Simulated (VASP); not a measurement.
# Ga11As12 (a cell with a defect) in VASP: a series of runs

The runs below take Ga11As12 (a cell with a defect) through single point, with PBEsol.

All numbers are computed with VASP 6.6.1; they aren't measurements. Logs are shortened: lines on timing, memory, paths and dates and some standing lists are left out, and cuts for length are marked.

## Step 1: The structure

The cell holds a defect, 23 atoms: a = 11.993 Å, b = 7.996 Å, c = 7.996 Å, α = 60.00°, β = 60.00°, γ = 60.00°.

## Step 2: Single point, PBEsol, collinear spin, ferromagnetic start

File INCAR:

```
SYSTEM = Ga11As12
  PREC = Accurate
  ENCUT = 350
  EDIFF = 1E-5
  ISMEAR = 0
  SIGMA = 0.03
  LREAL = Auto
  LASPH = .True.
  NELM = 120
  ALGO = Normal
  ISIF = 2
  LWAVE = .False.
  LCHARG = .False.
  ISPIN = 2
  MAGMOM = 0 0 0 0 0 0 0 0 0 0 0 0.5 0.5 0.5 0 0 0 0 0 0.5 0 0 0
  LORBIT = 11
  GGA = PS
  NELECT = 204.0
  KPAR = 2
```

File KPOINTS:

```
Automatic mesh
0
Gamma
  2 2 2
  0 0 0
```

File POSCAR:

```
Ga11As12
1.0
    0.0000000000      8.4805500000      8.4805500000
    5.6537000000      0.0000000000      5.6537000000
    5.6537000000      5.6537000000      0.0000000000
Ga As
11 12
Direct
    0.0000000000      0.0000000000      0.5000000000
    0.0000000000      0.5000000000      0.0000000000
    0.0000000000      0.5000000000      0.5000000000
    0.3333330000      0.0000000000      0.0000000000
    0.3333330000      0.0000000000      0.5000000000
    0.3333330000      0.5000000000      0.0000000000
    0.3333330000      0.5000000000      0.5000000000
    0.6666670000      0.0000000000      0.0000000000
    0.6666670000      0.0000000000      0.5000000000
    0.6666670000      0.5000000000      0.0000000000
    0.6666670000      0.5000000000      0.5000000000
    0.0833333333      0.1250000000      0.1250000000
    0.0833333333      0.1250000000      0.6250000000
    0.0833333333      0.6250000000      0.1250000000
    0.0833333333      0.6250000000      0.6250000000
    0.4166663333      0.1250000000      0.1250000000
    0.4166663333      0.1250000000      0.6250000000
    0.4166663333      0.6250000000      0.1250000000
    0.4166663333      0.6250000000      0.6250000000
    0.7500003333      0.1250000000      0.1250000000
    0.7500003333      0.1250000000      0.6250000000
    0.7500003333      0.6250000000      0.1250000000
    0.7500003333      0.6250000000      0.6250000000
```

Potentials or basis: VASP PAW PBE potentials, release 64 (Ga_d, As).

Started as:

```console
$ cat potpaw_PBE.64/Ga_d/POTCAR potpaw_PBE.64/As/POTCAR > POTCAR
$ mpirun -np 4 vasp_std > vasp.out
```

OUTCAR:

```text
SYSTEM = Ga11As12
   PREC = Accurate
   ENCUT = 350
   EDIFF = 1E-5
   ISMEAR = 0
   LREAL = Auto
   LASPH = .True.
   NELM = 120
   ISIF = 2
   ISPIN = 2
   LORBIT = 11
   GGA = PS
   NELECT = 204.0

 ion  position               nearest neighbor table
   1  0.000  0.000  0.500-  21 2.45  13 2.45  15 2.45  12 2.45
   2  0.000  0.500  0.000-  22 2.45  14 2.45  15 2.45  12 2.45
   3  0.000  0.500  0.500-  23 2.45  15 2.45  13 2.45  14 2.45
   4  0.333  0.000  0.000-  12 2.45  16 2.45  17 2.45  18 2.45
   5  0.333  0.000  0.500-  13 2.45  17 2.45  16 2.45  19 2.45
   6  0.333  0.500  0.000-  14 2.45  18 2.45  16 2.45  19 2.45
   7  0.333  0.500  0.500-  15 2.45  19 2.45  18 2.45  17 2.45
   8  0.667  0.000  0.000-  20 2.45  21 2.45  22 2.45  16 2.45
   9  0.667  0.000  0.500-  21 2.45  20 2.45  23 2.45  17 2.45
  10  0.667  0.500  0.000-  22 2.45  20 2.45  23 2.45  18 2.45
  11  0.667  0.500  0.500-  23 2.45  22 2.45  21 2.45  19 2.45
  12  0.083  0.125  0.125-   4 2.45   2 2.45   1 2.45
  13  0.083  0.125  0.625-   5 2.45   1 2.45   3 2.45
  14  0.083  0.625  0.125-   6 2.45   2 2.45   3 2.45
  15  0.083  0.625  0.625-   7 2.45   3 2.45   1 2.45   2 2.45
  16  0.417  0.125  0.125-   4 2.45   5 2.45   6 2.45   8 2.45
  17  0.417  0.125  0.625-   5 2.45   4 2.45   7 2.45   9 2.45
  18  0.417  0.625  0.125-   6 2.45   4 2.45   7 2.45  10 2.45
  19  0.417  0.625  0.625-   7 2.45   6 2.45   5 2.45  11 2.45
  20  0.750  0.125  0.125-   8 2.45   9 2.45  10 2.45
  21  0.750  0.125  0.625-   1 2.45   9 2.45   8 2.45  11 2.45
  22  0.750  0.625  0.125-   2 2.45  10 2.45   8 2.45  11 2.45
  23  0.750  0.625  0.625-   3 2.45  11 2.45  10 2.45   9 2.45

  LATTYP: Found a face centered orthorhombic cell.
 ALAT       =     7.9955392176
 B/A-ratio  =     1.7320508076
 C/A-ratio  =     2.4494897428

  Lattice vectors:

 A1 = (   0.0000000000,   8.4805500000,   8.4805500000)
 A2 = (  -5.6537000000,   2.8268500000,   8.4805500000)
 A3 = (   5.6537000000,   0.0000000000,   5.6537000000)

Analysis of symmetry for initial positions (statically):
=====================================================================
 Subroutine PRICEL returns:
 Original cell was already a primitive cell.

 Routine SETGRP: Setting up the symmetry group for a
 face centered orthorhombic supercell.

 Subroutine GETGRP returns: Found  2 space group operations
 (whereof  2 operations were pure point group operations)
 out of a pool of  8 trial point group operations.

The static configuration has the point symmetry C_1h.

Analysis of symmetry for dynamics (positions and initial velocities):
=====================================================================
 Subroutine PRICEL returns:
 Original cell was already a primitive cell.

 Routine SETGRP: Setting up the symmetry group for a
 face centered orthorhombic supercell.

 Subroutine GETGRP returns: Found  2 space group operations
 (whereof  2 operations were pure point group operations)
 out of a pool of  8 trial point group operations.

The dynamic configuration has the point symmetry C_1h.

Analysis of structural, dynamic, and magnetic symmetry:
=====================================================================
 Subroutine PRICEL returns:
 Original cell was already a primitive cell.

 Routine SETGRP: Setting up the symmetry group for a
 face centered orthorhombic supercell.

 Subroutine GETGRP returns: Found  2 space group operations
 (whereof  2 operations were pure point group operations)
 out of a pool of  8 trial point group operations.

The overall configuration has the point symmetry C_1h.

 Subroutine INISYM returns: Found  2 space group operations
 (whereof  2 operations are pure point group operations),
 and found     1 'primitive' translations

----------------------------------------------------------------------------------------

                                     Primitive cell

  volume of cell :     542.1501

  direct lattice vectors                    reciprocal lattice vectors
     0.000000000  8.480550000  8.480550000    -0.058958440  0.058958440  0.058958440
     5.653700000  0.000000000  5.653700000     0.088437660 -0.088437660  0.088437660
     5.653700000  5.653700000  0.000000000     0.088437660  0.088437660 -0.088437660

  length of vectors
[... 94 lines left out ...]
   NGXF,Y,Z  is equivalent  to a cutoff of  22.18, 20.79, 20.79 a.u.
 SYSTEM =  Ga11As12
   PREC   = accura    normal or accurate (medium, high low for compatibility)
   ISTART =      0    job   : 0-new  1-cont  2-samecut
   ICHARG =      2    charge: 1-file 2-atom 10-const
   ISPIN  =      2    spin polarized calculation?
   LNONCOLLINEAR =      F non collinear calculations
   LSORBIT =      F    spin-orbit coupling
   LASPH  =      T    aspherical Exc in radial PAW
   ENCUT  =  350.0 eV  25.72 Ry    5.07 a.u.  18.29 12.20 12.20*2*pi/ulx,y,z
   NELM   =    120;   NELMIN=  2; NELMDL= -5     # of ELM steps
   EDIFF  = 0.1E-04   stopping-criterion for ELM
   LREAL  =      T    real-space projection
   EDIFFG = 0.1E-03   stopping-criterion for IOM
   NSW    =      0    number of steps for IOM
   IBRION =     -1    ionic relax: 0-MD 1-quasi-New 2-CG
   NFREE  =      0    steps in history (QN), initial steepest desc. (CG)
   ISIF   =      2    stress and relaxation
   ISYM   =      2    0-nonsym 1-usesym 2-fastsym
   POTIM  = 0.5000    time-step for ionic-motion
   TEBEG  =    0.0;   TEEND  =   0.0 temperature during run
   PSTRESS=    0.0 pullay stress
   NELECT =     204.0000    total number of electrons
   NUPDOWN=      -1.0000    fix difference up-down
   EMIN   =  10.00;   EMAX   =-10.00  energy-range for DOS
   EFERMI =   0.00;   METHOD = LEGACY
   ISMEAR =     0;   SIGMA  =   0.03  broadening in eV -4-tet -1-fermi 0-gaus
   EFERMI_NEDOS =   21; number of points for ismear=-14 and -15
   IALGO  =     38    algorithm
   IMIX   =      4    mixing-type and parameters
     AMIX     =   0.40;   BMIX     =  1.00
     AMIX_MAG =   1.60;   BMIX_MAG =  1.00
  volume/ion in A,a.u.               =      23.57       159.07
  Fermi-wavevector in a.u.,A,eV,Ry     =   1.181894  2.233455 19.005603  1.396872
  Thomas-Fermi vector in A             =   2.318158
   LORBIT       =     11    0 simple, 1 ext, 2 COOP (PROOUT), +10 PAW based schemes
   GGA     = PS    functional components
   LHFCALC =     F    Hartree Fock is set to
   AEXX    =    0.0000 exact exchange contribution
   IVDW    =     0    specifies the selected vdW correction
   LEPSILON=     F    determine dielectric tensor
   LRPA    =     F    only Hartree local field effects (RPA)
 spin polarized calculation
 Gauss-broadening in eV      SIGMA  =   0.03
  energy-cutoff  :      350.00
  volume of cell :      542.15
 maximum number of plane-waves:      8100
 NGX is ok and might be reduce to    80
   NGX = 37   NGY = 25   NGZ = 25

 number of electron     203.9999915 magnetization       0.7518438

 Free energy of the ion-electron system (eV)
  ---------------------------------------------------
  ext. energy  EPLUGINS =         0.00000000
  ---------------------------------------------------
  free energy    TOTEN  =       -98.06481964 eV

  energy without entropy =      -98.06252873  energy(sigma->0) =      -98.06367419

 E-fermi :   3.7286     XC(G=0):  -9.6085

 val. band max:        3.7061956634   @ k =   0.0000   0.5000   0.0000
 cond. band min:       3.7415549854   @ k =   0.5000   0.5000   0.5000
 fundamental gap:      0.0353593220
 Fermi energy:         3.7285890892

 spin component 1

 k-point     1 :       0.0000    0.0000    0.0000
  band No.  band energies     occupation
      1     -11.6135      1.00000
      2     -11.5933      1.00000
      3     -11.5891      1.00000
      4     -11.5535      1.00000
      5     -11.5514      1.00000
      6     -11.5356      1.00000
[... 691 lines left out ...]
    113       7.0444      0.00000
    114       7.0849      0.00000
 Fermi energy:         3.7285890892

 spin component 2

 k-point     1 :       0.0000    0.0000    0.0000
  band No.  band energies     occupation
      1     -11.6133      1.00000
      2     -11.5932      1.00000
      3     -11.5888      1.00000
      4     -11.5534      1.00000
      5     -11.5514      1.00000
      6     -11.5355      1.00000
[... 691 lines left out ...]
    113       7.0562      0.00000
    114       7.1013      0.00000
 [bands above 114 left out]

------------------------ aborting loop because EDIFF is reached ----------------------------------------

  FORCE on cell =-STRESS in cart. coord.  units (eV):
  Direction    XX          YY          ZZ          XY          YZ          ZX
  --------------------------------------------------------------------------------------
  -------------------------------------------------------------------------------------
  Total        6.8799721      6.7683161      6.7683161     -0.0406548     -0.0839368     -0.0406546
  in kB       20.3318889     20.0019198     20.0019198     -0.1201441     -0.2480525     -0.1201437
  external PRESSURE =      20.1119095 kB  Pullay stress =       0.0000000 kB

 VOLUME and BASIS-vectors are now :
 -----------------------------------------------------------------------------
  energy-cutoff  :      350.00
  volume of cell :      542.15
      direct lattice vectors                 reciprocal lattice vectors
     0.000000000  8.480550000  8.480550000    -0.058958440  0.058958440  0.058958440
     5.653700000  0.000000000  5.653700000     0.088437660 -0.088437660  0.088437660
     5.653700000  5.653700000  0.000000000     0.088437660  0.088437660 -0.088437660

 POSITION                                       TOTAL-FORCE (eV/Angst)
 -----------------------------------------------------------------------------------
      2.82685      2.82685      0.00000         0.002617     -0.062506      0.313795
      2.82685      0.00000      2.82685         0.002617      0.313795     -0.062506
      5.65370      2.82685      2.82685        -0.333914     -0.007771     -0.007771
      0.00000      2.82685      2.82685         0.300705     -0.204743     -0.204743
      2.82685      5.65370      2.82685         0.163693     -0.344665     -0.082673
      2.82685      2.82685      5.65370         0.163693     -0.082673     -0.344665
[... 15 lines left out ...]
      4.24027      7.06713      9.89398        -0.027217     -0.072451      0.057008
      7.06712      9.89398      9.89398         0.101813      0.019411      0.019411
 -----------------------------------------------------------------------------------
    total drift:                                0.005117      0.006485      0.006481

  FREE ENERGIE OF THE ION-ELECTRON SYSTEM (eV)
  ---------------------------------------------------
  free  energy   TOTEN  =       -98.0648196449 eV

  energy  without entropy=      -98.0625287277  energy(sigma->0) =      -98.06367419

 total charge

# of ion       s       p       d       tot
------------------------------------------
    1        0.886   0.814   9.992  11.692
    2        0.886   0.814   9.992  11.692
    3        0.884   0.813   9.993  11.690
    4        0.887   0.825   9.992  11.704
    5        0.881   0.820   9.993  11.693
    6        0.881   0.820   9.993  11.693
[... 15 lines left out ...]
   22        1.207   1.614   0.031   2.852
   23        1.206   1.615   0.031   2.852
--------------------------------------------------
tot         24.353  27.899 110.286 162.538

 magnetization (x)

# of ion       s       p       d       tot
------------------------------------------
    1       -0.002   0.005   0.003   0.007
    2       -0.002   0.005   0.003   0.007
    3       -0.002   0.005   0.003   0.007
    4       -0.001   0.002   0.002   0.002
    5       -0.001  -0.000   0.002   0.001
    6       -0.001  -0.000   0.002   0.001
[... 15 lines left out ...]
   22       -0.000  -0.000   0.000  -0.000
   23       -0.000  -0.000   0.000  -0.000
--------------------------------------------------
tot          0.006   0.380   0.016   0.402
```

It took 4.1 min on 4 MPI ranks of Intel Xeon Platinum 8488C (Sapphire Rapids), shared host; peak memory 0.47 GiB.

Results:

```
Free energy                                           : -98.0648 eV
Largest force                                         : 0.613 eV/Å
Band gap on the k mesh                                : none (metal or under the smearing width)
Net moment                                            : 0.75 μB per cell
Site moments                                          : Ga +0.01, +0.00; As +0.12, +0.10, -0.00, +0.02, +0.00 μB
Valence electrons inside the program's atomic spheres : Ga 11.69, 11.70; As 2.77, 2.85, 2.80
```

Forces on the atoms (eV/Å):
```
Ga   0.003 -0.063  0.314
Ga   0.003  0.314 -0.063
Ga  -0.334 -0.008 -0.008
Ga   0.301 -0.205 -0.205
Ga   0.164 -0.345 -0.083
Ga   0.164 -0.083 -0.345
Ga  -0.067 -0.037 -0.037
Ga   0.485  0.181  0.181
Ga  -0.255 -0.481  0.282
Ga  -0.255  0.282 -0.481
Ga  -0.065  0.018  0.018
As  -0.369 -0.249 -0.249
As   0.235  0.471 -0.262
As   0.235 -0.262  0.471
As   0.070 -0.040 -0.040
As  -0.291  0.097  0.097
As   0.109  0.143 -0.107
As   0.109 -0.107  0.143
As  -0.031  0.051  0.051
As  -0.259  0.318  0.318
As  -0.027  0.057 -0.072
As  -0.027 -0.072  0.057
As   0.102  0.019  0.019
```

Levels at points of the mesh, in eV from the Fermi level:
Spin up:
```tsv
k point	band 99	band 100	band 101	band 102	band 103	band 104	band 105	band 106	band 107	band 108
(0.00, 0.00, 0.00)	-0.66	-0.65	0.09	0.16	0.16	0.24	0.70	0.78	0.84	1.08
(0.50, 0.00, 0.00)	-0.76	-0.62	-0.61	0.05	0.06	0.64	0.75	1.16	1.18	1.26
(0.00, 0.50, 0.00)	-1.10	-1.03	-1.02	-0.15	-0.06	1.01	1.39	1.68	1.72	1.76
(0.50, 0.00, 0.50)	-1.45	-1.31	-1.09	-0.49	-0.19	1.72	1.74	1.95	2.06	2.15
(0.00, 0.50, 0.50)	-1.39	-1.37	-0.96	-0.30	-0.10	1.55	1.56	1.66	1.75	1.91
(0.50, 0.50, 0.50)	-1.32	-1.19	-1.02	-0.36	-0.20	1.72	1.79	1.87	1.98	2.36
```
Spin down:
```csv
k point,band 98,band 99,band 100,band 101,band 102,band 103,band 104,band 105,band 106,band 107
"(0.00, 0.00, 0.00)",-0.97,-0.61,-0.61,0.15,0.23,0.35,0.40,0.72,0.78,0.85
"(0.50, 0.00, 0.00)",-1.13,-0.72,-0.61,-0.60,0.27,0.29,0.65,0.76,1.17,1.19
"(0.00, 0.50, 0.00)",-1.29,-1.01,-1.00,-0.96,-0.02,0.12,1.02,1.40,1.69,1.72
"(0.50, 0.00, 0.50)",-1.43,-1.39,-1.17,-1.07,-0.42,0.05,1.73,1.75,1.96,2.07
"(0.00, 0.50, 0.50)",-1.39,-1.34,-1.27,-0.93,-0.19,0.11,1.56,1.57,1.67,1.76
"(0.50, 0.50, 0.50)",-1.37,-1.17,-1.09,-0.98,-0.31,0.01,1.73,1.81,1.89,1.99
```

Caveat: the k mesh is coarse (spacing up to 0.48 Å⁻¹), so the values aren't converged; the cell is charged against a uniform background, so pressure and absolute levels hang on convention; the cutoff is under 1.25 times the usual one of these potentials, so pressure, stress and relaxed cells hold a basis-set (Pulay) error; the PAW data sets were made with another functional, which shifts forces and pressure a little.

## Step 3: Single point, PBEsol, collinear spin, ferromagnetic start

Changes to INCAR since step 2:

```diff
@@ -14,3 +14,3 @@
   ISPIN = 2
-  MAGMOM = 0 0 0 0 0 0 0 0 0 0 0 0.5 0.5 0.5 0 0 0 0 0 0.5 0 0 0
+  MAGMOM = 0 0 0 0 0 0 0 0 0 0 0 0.1 0.1 0.1 0 0 0 0 0 0.1 0 0 0
   LORBIT = 11
```

KPOINTS is that of step 2.

POSCAR is that of step 2.

Potentials or basis: VASP PAW PBE potentials, release 64 (Ga_d, As).

Started as:

```console
$ cat potpaw_PBE.64/Ga_d/POTCAR potpaw_PBE.64/As/POTCAR > POTCAR
$ mpirun -np 4 vasp_std > vasp.out
```

It took 4.1 min on 4 MPI ranks of Intel Xeon Platinum 8488C (Sapphire Rapids), shared host; peak memory 0.46 GiB.

It converged, with:

```yaml
Free_energy: -98.0648 eV
Largest_force: 0.613 eV/Å
Band_gap_on_the_k_mesh: none (metal or under the smearing width)
Net_moment: 0.75 μB per cell
Site_moments: Ga +0.01, +0.00; As +0.12, +0.10, -0.00, +0.02, +0.00 μB
Valence_electrons_inside_the_program's_atomic_spheres: Ga 11.69, 11.70; As 2.77, 2.85, 2.80
```

Forces on the atoms (eV/Å):
```
Ga   0.003 -0.062  0.314
Ga   0.003  0.314 -0.062
Ga  -0.334 -0.008 -0.008
Ga   0.301 -0.205 -0.205
Ga   0.164 -0.345 -0.083
Ga   0.164 -0.083 -0.345
Ga  -0.067 -0.036 -0.036
Ga   0.485  0.181  0.181
Ga  -0.255 -0.481  0.282
Ga  -0.255  0.282 -0.481
Ga  -0.065  0.018  0.018
As  -0.369 -0.249 -0.249
As   0.235  0.471 -0.262
As   0.235 -0.262  0.471
As   0.070 -0.040 -0.040
As  -0.291  0.097  0.097
As   0.109  0.143 -0.107
As   0.109 -0.107  0.143
As  -0.031  0.051  0.051
As  -0.259  0.318  0.318
As  -0.027  0.057 -0.073
As  -0.027 -0.073  0.057
As   0.102  0.019  0.019
```

Levels at points of the mesh, in eV from the Fermi level:
Spin up:
| k point | band 101 | band 102 | band 103 | band 104 | band 105 | band 106 |
| --- | --- | --- | --- | --- | --- | --- |
| (0.00, 0.00, 0.00) | 0.09 | 0.16 | 0.16 | 0.24 | 0.70 | 0.78 |
| (0.50, 0.00, 0.00) | -0.61 | 0.05 | 0.06 | 0.64 | 0.75 | 1.16 |
| (0.00, 0.50, 0.00) | -1.02 | -0.15 | -0.06 | 1.01 | 1.39 | 1.68 |
| (0.50, 0.00, 0.50) | -1.09 | -0.49 | -0.19 | 1.72 | 1.74 | 1.95 |
| (0.00, 0.50, 0.50) | -0.96 | -0.30 | -0.10 | 1.55 | 1.56 | 1.66 |
| (0.50, 0.50, 0.50) | -1.02 | -0.36 | -0.20 | 1.72 | 1.79 | 1.87 |
Spin down:
| k point | band 99 | band 100 | band 101 | band 102 | band 103 | band 104 | band 105 | band 106 |
| --- | --- | --- | --- | --- | --- | --- | --- | --- |
| (0.00, 0.00, 0.00) | -0.61 | -0.61 | 0.15 | 0.23 | 0.35 | 0.40 | 0.72 | 0.78 |
| (0.50, 0.00, 0.00) | -0.72 | -0.61 | -0.60 | 0.27 | 0.29 | 0.65 | 0.76 | 1.17 |
| (0.00, 0.50, 0.00) | -1.01 | -1.00 | -0.96 | -0.02 | 0.12 | 1.02 | 1.40 | 1.69 |
| (0.50, 0.00, 0.50) | -1.39 | -1.17 | -1.07 | -0.42 | 0.05 | 1.73 | 1.75 | 1.96 |
| (0.00, 0.50, 0.50) | -1.34 | -1.27 | -0.93 | -0.19 | 0.11 | 1.56 | 1.57 | 1.67 |
| (0.50, 0.50, 0.50) | -1.17 | -1.09 | -0.98 | -0.31 | 0.01 | 1.73 | 1.81 | 1.89 |

Caveat: the k mesh is coarse (spacing up to 0.48 Å⁻¹), so the values aren't converged; the cell is charged against a uniform background, so pressure and absolute levels hang on convention; the cutoff is under 1.25 times the usual one of these potentials, so pressure, stress and relaxed cells hold a basis-set (Pulay) error; the PAW data sets were made with another functional, which shifts forces and pressure a little.

(Part 1 of 2 ends here.)
